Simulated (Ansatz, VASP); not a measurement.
**Two plane-wave programs on Ni**

```xyz
3
Lattice="3.8776 0.0000 0.0000 -1.9388 3.3581 0.0000 0.0000 0.0000 2.3321" Properties=species:S:1:pos:R:3 pbc="T T T"
Ni    1.9388    3.3581    0.0000
Ni    0.0000    2.2388    1.1660
Ni    1.9388    1.1194    1.1660
```

Alike in both runs: task single point; functional PBEsol; k mesh 10 × 10 × 15; occupations fermi-dirac, width 0.1 eV; no spin polarisation.

|  | VASP | Ansatz |
| --- | --- | --- |
| version | VASP 6.6.1 | Ansatz 0.2.0 |
| potentials or method | VASP PAW PBE potentials, release 64 (Ni) | plane waves (420 eV) with PAW, scalar-relativistic |
| plane-wave cutoff (eV) | 520 | 420 |
| valence electrons in the cell | 30 | 54 |

Ansatz gave:

* pressure (GPa): 10.0
* largest component of the traceless stress (GPa): 0.39

Problem. Estimate VASP's values.

Solution. Pressure (GPa): 9.9; largest component of the traceless stress (GPa): 0.46.

The two sets of potentials don't hold the same shells in valence. Ansatz warned: «pseudo_functional_mismatch».

Caveats: the PAW data sets were made with another functional, which shifts forces and pressure a little (VASP); the run has no spin polarisation, though such a crystal can be magnetic. Spin polarisation is off, so any magnetic state and its effect on volume and gap are missing.
